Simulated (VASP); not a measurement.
# Si12HO24 (a cell with a defect) in VASP: settings compared

One crystal, Si12HO24 (a cell with a defect), is run at these levels: PBE+D3(BJ), r2SCAN; tasks: single point.

Everything below comes from runs of VASP 6.6.1. Logs are shortened: lines on timing, memory, paths and dates and some standing lists are left out, and cuts for length are marked.

**1. The structure**

The cell holds a defect, 74 atoms: a = 9.832 Å, b = 9.832 Å, c = 10.818 Å, α = 90.00°, β = 90.00°, γ = 120.00°.

**2. Single point, PBE+D3(BJ)**

INCAR

```
ALGO     = Normal         # electronic algorithm
EDIFF    = 1E-6           # SCF threshold, eV
ENCUT    = 450            # plane-wave cutoff, eV
GGA      = PE             # functional
ISIF     = 2              # what is computed and relaxed
ISMEAR   = 0              # smearing method
IVDW     = 12             # dispersion correction
LASPH    = T              # aspherical terms in the spheres
LCHARG   = T              # write CHGCAR
LELF     = T              # ELF
LREAL    = F              # projectors in reciprocal space
LVHAR    = T            
LWAVE    = F              # write WAVECAR
NBANDS   = 236            # bands
NELM     = 80             # most SCF steps
PREC     = Accurate       # precision mode
SIGMA    = 0.02           # smearing width, eV
```

KPOINTS

```
k-points
0
Gamma
  1 1 1
```

POSCAR

```
Si12HO24
1.0
    9.8316000000      0.0000000000      0.0000000000
   -4.9158000000      8.5144153600      0.0000000000
    0.0000000000      0.0000000000     10.8182000000
Si O H
24 48 2
Direct
    0.2709099100      0.0094391800      0.1655027100
    0.9985581900      0.2592514300      0.3363694500
    0.2293313700      0.2350352900      0.9973888100
    0.2536999600      0.9943798200      0.6857301500
    0.9943088900      0.2605859300      0.8263963100
    0.2083269900      0.1946535800      0.5153311300
    0.2621491600      0.4975911800      0.1718615900
    0.0071092300      0.7712372900      0.3283148600
    0.2235410900      0.7272896200      0.0054956200
    0.2669434400      0.4925265000      0.6593211300
    0.9964925600      0.7555626100      0.8443723300
    0.2341662800      0.7379975200      0.4999615600
    0.7679183600      0.0027725800      0.1637768200
    0.5150453800      0.2909717700      0.3263891900
    0.7354828800      0.2356065700      0.9947544900
    0.7500254000      0.9945486100      0.6643177100
    0.4988791700      0.2694374300      0.8323993700
    0.7270726000      0.2340685100      0.4992150500
    0.7874783800      0.5096747300      0.1573528400
    0.5014811400      0.7712337700      0.3306460800
    0.7306058600      0.7321122000      0.9989357800
    0.7689976800      0.5017534200      0.6662599300
    0.4892422100      0.7549201000      0.8332459800
    0.7359702800      0.7334614600      0.4949275200
    0.0585994900      0.1851775900      0.4426589500
    0.2910020100      0.3666465000      0.1058264000
    0.1398598500      0.4267424900      0.2869976000
    0.2009835100      0.0720170000      0.0577487200
    0.4066298400      0.3704627500      0.3615348300
    0.4326514900      0.1539250100      0.2217404800
    0.0637104000      0.2018104000      0.9379856800
    0.2961209500      0.3602216000      0.5945064100
    0.1329963000      0.4206365700      0.7662825000
    0.1440959400      0.0534628100      0.6192837800
    0.3618947100      0.2974696100      0.8889306100
    0.4273668200      0.1382933600      0.7227606500
    0.0698422700      0.7005748600      0.4356703700
    0.2976032600      0.8725800500      0.1047948800
    0.1459163000      0.9395625000      0.2791979800
    0.1925934700      0.5656927500      0.0691771200
    0.3725483100      0.8040633200      0.3955902100
    0.4281822600      0.6421691300      0.2206537200
    0.0484628800      0.6811712500      0.9565332700
    0.2831508900      0.8721161200      0.6050312400
    0.1573768100      0.9148317700      0.8113722100
    0.2107464500      0.5753019700      0.5568150000
    0.3464649500      0.7730380600      0.8905284800
    0.4297587500      0.6246495600      0.7230592100
    0.5674995200      0.2199689900      0.4418414100
    0.8114747800      0.3713264800      0.0999751300
    0.6741022500      0.4415287100      0.2761049300
    0.7048024300      0.0708391800      0.0544039400
    0.8598764000      0.2853916600      0.3919929700
    0.9337635900      0.1388796900      0.2191445800
    0.5688786300      0.2097478700      0.9432799200
    0.7969424800      0.3651871000      0.6090898100
    0.6362505700      0.4334820500      0.7744881600
    0.6856066900      0.0652798700      0.5578710000
    0.8594873700      0.2928012300      0.8810256900
    0.9165469200      0.1276861800      0.7199152000
    0.5689396300      0.6934002000      0.4307230900
    0.7919415500      0.8629271600      0.1084292300
    0.6399768800      0.9359748100      0.2761740900
    0.7067804900      0.5682967600      0.0547796900
    0.8688771100      0.7964578400      0.3870153500
    0.9505596500      0.6538900700      0.2097545600
    0.5644435100      0.7011425300      0.9437322700
    0.7805881900      0.8618020400      0.6029322100
    0.6206643000      0.9221698500      0.7749832700
    0.7103227700      0.5713318500      0.5546426500
    0.8615482000      0.7938688900      0.8892565300
    0.9332905500      0.6387354700      0.7249986100
    0.4648007800      0.4755672100      0.3805905100
    0.2926452400      0.1351483600      0.4422009000
```

Potentials or basis: VASP PAW PBE potentials, release 64 (Si, O, H).

Started as:

```
> cat potpaw_PBE.64/Si/POTCAR potpaw_PBE.64/O/POTCAR potpaw_PBE.64/H/POTCAR > POTCAR
> mpirun -np 1 vasp_std > vasp.out
```

OUTCAR:

```text
EDIFF = 1E-6
   ENCUT = 450
   GGA = PE
   ISIF = 2
   ISMEAR = 0
   IVDW = 12
   LASPH = T
   LREAL = F
   NELM = 80
   PREC = Accurate
 IVDW          = 12

 ion  position               nearest neighbor table
   1  0.271  0.009  0.166-  28 1.62  39 1.63  30 1.63  38 1.63   8 3.04   3 3.05   9 3.10  14 3.13

   2  0.999  0.259  0.336-  25 1.62  53 1.62  27 1.62  54 1.63  13 3.04   7 3.05  18 3.10   6 3.12

   3  0.229  0.235  0.997-  28 1.62  26 1.62  31 1.62  35 1.63   1 3.05   5 3.07  17 3.07   7 3.08
[... 40 lines left out ...]
  25  0.059  0.185  0.443-   2 1.62   6 1.63
  26  0.291  0.367  0.106-   7 1.62   3 1.62
  27  0.140  0.427  0.287-   2 1.62   7 1.63
  28  0.201  0.072  0.058-   3 1.62   1 1.62
  29  0.407  0.370  0.362-  73 0.92  14 1.65   6 2.49
  30  0.433  0.154  0.222-   1 1.63  14 1.63
  31  0.064  0.202  0.938-   3 1.62   5 1.63
  32  0.296  0.360  0.595-  10 1.62   6 1.65
  33  0.133  0.421  0.766-   5 1.62  10 1.63
  34  0.144  0.053  0.619-   4 1.63   6 1.65
  35  0.362  0.297  0.889-  17 1.62   3 1.63
[... 35 lines left out ...]
  71  0.862  0.794  0.889-  11 1.62  21 1.63
  72  0.933  0.639  0.725-  22 1.63  11 1.63
  73  0.465  0.476  0.381-  29 0.92
  74  0.293  0.135  0.442-   6 1.46

  LATTYP: Found a hexagonal cell.
 ALAT       =     9.8316000000
 C/A-ratio  =     1.1003498922

  Lattice vectors:

 A1 = (   9.8316000000,   0.0000000000,   0.0000000000)
 A2 = (  -4.9158000000,   8.5144153600,   0.0000000000)
 A3 = (   0.0000000000,   0.0000000000,  10.8182000000)

Analysis of symmetry for initial positions (statically):
=====================================================================
 Subroutine PRICEL returns:
 Original cell was already a primitive cell.

 Routine SETGRP: Setting up the symmetry group for a
 hexagonal supercell.

 Subroutine GETGRP returns: Found  1 space group operations
 (whereof  1 operations were pure point group operations)
 out of a pool of 24 trial point group operations.

The static configuration has the point symmetry C_1 .

Analysis of symmetry for dynamics (positions and initial velocities):
=====================================================================
 Subroutine PRICEL returns:
 Original cell was already a primitive cell.

 Routine SETGRP: Setting up the symmetry group for a
 hexagonal supercell.

 Subroutine GETGRP returns: Found  1 space group operations
 (whereof  1 operations were pure point group operations)
 out of a pool of 24 trial point group operations.

The dynamic configuration has the point symmetry C_1 .

 Subroutine INISYM returns: Found  1 space group operations
 (whereof  1 operations are pure point group operations),
 and found     1 'primitive' translations

----------------------------------------------------------------------------------------

                                     Primitive cell

  volume of cell :     905.5950

  direct lattice vectors                    reciprocal lattice vectors
     9.831600000  0.000000000  0.000000000     0.101712844  0.058723938  0.000000000
    -4.915800000  8.514415360  0.000000000     0.000000000  0.117447876  0.000000000
     0.000000000  0.000000000 10.818200000     0.000000000  0.000000000  0.092436819

  length of vectors
     9.831600000  9.831600000 10.818200000     0.117447876  0.117447876  0.092436819

[... 166 lines left out ...]
     0.000000000  0.000000000  0.092436819     0.000000000  0.000000000  1.000000000

  Length of vectors
     0.117447876  0.117447876  0.092436819

  Shift w.r.t. Gamma in fractional coordinates (k-lattice)
     0.000000000  0.000000000  0.000000000

 Subroutine IBZKPT returns following result:
 ===========================================

 Found      1 irreducible k-points:

 Following reciprocal coordinates:
            Coordinates               Weight
  0.000000  0.000000  0.000000      1.000000
   k-points           NKPTS =      1   k-points in BZ     NKDIM =      1   number of bands    NBANDS=    236
   number of dos      NEDOS =    301   number of ions     NIONS =     74
   total plane-waves  NPLWV = 392000
   dimension x,y,z NGX =    70 NGY =   70 NGZ =   80
   dimension x,y,z NGXF=   140 NGYF=  140 NGZF=  160
   ions per type =              24  48   2
   NGX,Y,Z   is equivalent  to a cutoff of  11.84, 11.84, 12.29 a.u.
   NGXF,Y,Z  is equivalent  to a cutoff of  23.67, 23.67, 24.59 a.u.
 SYSTEM =  unknown system
   PREC   = accura    normal or accurate (medium, high low for compatibility)
   ISTART =      0    job   : 0-new  1-cont  2-samecut
   ICHARG =      2    charge: 1-file 2-atom 10-const
   ISPIN  =      1    spin polarized calculation?
   LNONCOLLINEAR =      F non collinear calculations
   LSORBIT =      F    spin-orbit coupling
   LASPH  =      T    aspherical Exc in radial PAW
   ENCUT  =  450.0 eV  33.07 Ry    5.75 a.u.  17.01 17.01 18.71*2*pi/ulx,y,z
   NELM   =     80;   NELMIN=  2; NELMDL= -5     # of ELM steps
   EDIFF  = 0.1E-05   stopping-criterion for ELM
   LREAL  =      F    real-space projection
   EDIFFG = 0.1E-04   stopping-criterion for IOM
   NSW    =      0    number of steps for IOM
   IBRION =     -1    ionic relax: 0-MD 1-quasi-New 2-CG
   NFREE  =      0    steps in history (QN), initial steepest desc. (CG)
   ISIF   =      2    stress and relaxation
   ISYM   =      2    0-nonsym 1-usesym 2-fastsym
   POTIM  = 0.5000    time-step for ionic-motion
   TEBEG  =    0.0;   TEEND  =   0.0 temperature during run
   PSTRESS=    0.0 pullay stress
   NELECT =     386.0000    total number of electrons
   NUPDOWN=      -1.0000    fix difference up-down
   EMIN   =  10.00;   EMAX   =-10.00  energy-range for DOS
   EFERMI =   0.00;   METHOD = LEGACY
   ISMEAR =     0;   SIGMA  =   0.02  broadening in eV -4-tet -1-fermi 0-gaus
   EFERMI_NEDOS =   21; number of points for ismear=-14 and -15
   IALGO  =     38    algorithm
   IMIX   =      4    mixing-type and parameters
     AMIX     =   0.40;   BMIX     =  1.00
     AMIX_MAG =   1.60;   BMIX_MAG =  1.00
  volume/ion in A,a.u.               =      12.24        82.58
  Fermi-wavevector in a.u.,A,eV,Ry     =   1.232043  2.328224 20.652696  1.517930
  Thomas-Fermi vector in A             =   2.366829
   LORBIT       =      0    0 simple, 1 ext, 2 COOP (PROOUT), +10 PAW based schemes
   GGA     = PE    functional components
   LHFCALC =     F    Hartree Fock is set to
   AEXX    =    0.0000 exact exchange contribution
   IVDW    =    12    specifies the selected vdW correction
   LEPSILON=     F    determine dielectric tensor
   LRPA    =     F    only Hartree local field effects (RPA)
 non-spin polarized calculation
 Gauss-broadening in eV      SIGMA  =   0.02
  energy-cutoff  :      450.00
  volume of cell :      905.60
 maximum number of plane-waves:     19597
 NGX is ok and might be reduce to    70
   NGX = 33   NGY = 33   NGZ = 37

 number of electron     385.9999977 magnetization

 Free energy of the ion-electron system (eV)
  ---------------------------------------------------
  ext. energy  EPLUGINS =         0.00000000
  ---------------------------------------------------
  free energy    TOTEN  =      -573.16846094 eV

  energy without entropy =     -573.16846094  energy(sigma->0) =     -573.16846094

 E-fermi :   1.8942     XC(G=0):  -9.2950

 val. band max:        1.7300568918   @ k =   0.0000   0.0000   0.0000
 cond. band min:       7.0803027159   @ k =   0.0000   0.0000   0.0000
 fundamental gap:      5.3502458241
 Fermi energy:         1.8941625006

 k-point     1 :       0.0000    0.0000    0.0000
  band No.  band energies     occupation
      1     -18.2008      2.00000
      2     -17.7914      2.00000
      3     -17.7394      2.00000
      4     -17.7142      2.00000
      5     -17.6856      2.00000
      6     -17.6688      2.00000
[... 197 lines left out ...]
    204       9.8438      0.00000
    205      10.0492      0.00000
 [bands above 205 left out]

------------------------ aborting loop because EDIFF is reached ----------------------------------------

 Edisp (eV)  -10.53103

 E8    (eV) :    -3.5587

  FORCE on cell =-STRESS in cart. coord.  units (eV):
  Direction    XX          YY          ZZ          XY          YZ          ZX
  --------------------------------------------------------------------------------------
  -------------------------------------------------------------------------------------
  Total      -3.73785     1.51922     3.74252     1.93086    -5.25254     0.11733
  in kB      -6.61300     2.68780     6.62126     3.41607    -9.29279     0.20758
  external pressure =        0.90 kB  Pullay stress =        0.00 kB

 VOLUME and BASIS-vectors are now :
 -----------------------------------------------------------------------------
  energy-cutoff  :      450.00
  volume of cell :      905.60
      direct lattice vectors                 reciprocal lattice vectors
     9.831600000  0.000000000  0.000000000     0.101712844  0.058723938  0.000000000
    -4.915800000  8.514415360  0.000000000     0.000000000  0.117447876  0.000000000
     0.000000000  0.000000000 10.818200000     0.000000000  0.000000000  0.092436819

 POSITION                                       TOTAL-FORCE (eV/Angst)
 -----------------------------------------------------------------------------------
      2.61708      0.08037      1.79044         0.014533     -0.013416     -0.005390
      8.54300      2.20737      3.63891        -0.014006      0.007900     -0.001632
      1.09931      2.00119     10.78995        -0.011853     -0.014677     -0.006669
     -2.39390      8.46656      7.41837         0.042473     -0.016462      0.006015
      8.49466      2.21874      8.94012        -0.006086      0.008056     -0.007687
      1.09131      1.65736      5.57496         0.010518     -0.036323     -0.016876
[... 66 lines left out ...]
      2.23194      4.04918      4.11730         0.111875      3.426246      0.782764
      2.21281      1.15071      4.78382        -0.017724      0.006124      0.018106
 -----------------------------------------------------------------------------------
    total drift:                               -0.002446      0.000011     -0.001389

  FREE ENERGIE OF THE ION-ELECTRON SYSTEM (eV)
  ---------------------------------------------------
  free  energy   TOTEN  =      -583.6994912311 eV

  energy  without entropy=     -583.6994912311  energy(sigma->0) =     -583.69949123
```

Run time: 11 min. Hardware: 1 thread of Intel Xeon Platinum 8259CL at 2.50GHz (Skylake/Cascade Lake), shared host; peak memory 0.84 GiB.

Results:

```
Free energy                : -583.6995 eV
Largest force              : 3.516 eV/Å
Band gap on the k mesh     : 5.35 eV, direct
Dispersion energy per atom : -0.142 eV
```

Forces in eV/Å, atoms in the order of the input:
```
Si   0.015 -0.013 -0.005
Si  -0.014  0.008 -0.002
Si  -0.012 -0.015 -0.007
Si   0.042 -0.016  0.006
Si  -0.006  0.008 -0.008
Si   0.011 -0.036 -0.017
Si   0.012  0.028 -0.005
Si  -0.029  0.014  0.017
Si   0.001 -0.009 -0.001
Si   0.010  0.023 -0.010
Si  -0.011  0.008 -0.011
Si   0.012 -0.006 -0.008
Si   0.003 -0.013  0.013
Si   0.075 -0.127 -0.032
Si  -0.004 -0.022 -0.001
Si   0.026 -0.025 -0.012
Si  -0.005  0.023  0.000
Si   0.011 -0.019  0.011
Si   0.037  0.017 -0.023
Si   0.073 -0.032  0.083
Si  -0.022 -0.005  0.004
Si   0.006  0.016 -0.011
Si  -0.008  0.012  0.000
Si  -0.108 -0.030 -0.050
O    0.014  0.013 -0.001
O   -0.001 -0.007  0.004
O    0.010 -0.006  0.001
O    0.008  0.006  0.004
O   -0.143 -3.313 -0.774
O   -0.011  0.033  0.026
O    0.000  0.010  0.000
O    0.007 -0.023 -0.026
O    0.011 -0.005 -0.003
O   -0.010 -0.005  0.000
O   -0.004 -0.008  0.003
O   -0.003  0.004 -0.003
O   -0.004  0.005 -0.002
O   -0.007 -0.001  0.001
O    0.012  0.010 -0.004
O    0.004  0.001  0.001
O   -0.028 -0.006  0.006
O   -0.015 -0.028 -0.020
O   -0.007 -0.004  0.007
O   -0.017  0.004  0.005
O    0.005  0.004  0.002
O    0.007 -0.001  0.009
O   -0.003 -0.007  0.007
O   -0.005  0.001  0.003
O   -0.034  0.019 -0.017
O   -0.010 -0.001  0.005
O   -0.044 -0.017  0.024
O    0.004  0.008 -0.003
O   -0.003 -0.008  0.002
O    0.002  0.013  0.004
O   -0.004  0.006 -0.001
O   -0.003 -0.011 -0.006
O    0.006 -0.007  0.003
O   -0.001  0.012 -0.003
O   -0.002 -0.003  0.002
O   -0.004  0.012  0.007
O    0.002  0.079  0.001
O   -0.001 -0.008 -0.006
O    0.009  0.021 -0.025
O    0.010 -0.007  0.007
O    0.030 -0.003 -0.010
O   -0.004 -0.005 -0.004
O    0.001  0.007 -0.001
O   -0.006  0.014  0.020
O    0.003 -0.001  0.002
O    0.024 -0.019  0.016
O    0.000 -0.005  0.000
O   -0.002  0.006  0.008
H    0.112  3.426  0.783
H   -0.018  0.006  0.018
```

Levels at points of the mesh, in eV from the valence-band top:
```csv
k point,band 189,band 190,band 191,band 192,band 193,band 194,band 195,band 196,band 197,band 198
"(0.00, 0.00, 0.00)",-0.66,-0.65,-0.59,-0.56,0.00,5.35,6.97,7.24,7.32,7.48
```

Caveat: the cutoff is under 1.25 times the usual one of these potentials, so pressure, stress and relaxed cells hold a basis-set (Pulay) error.

[end of part 1 of 2]
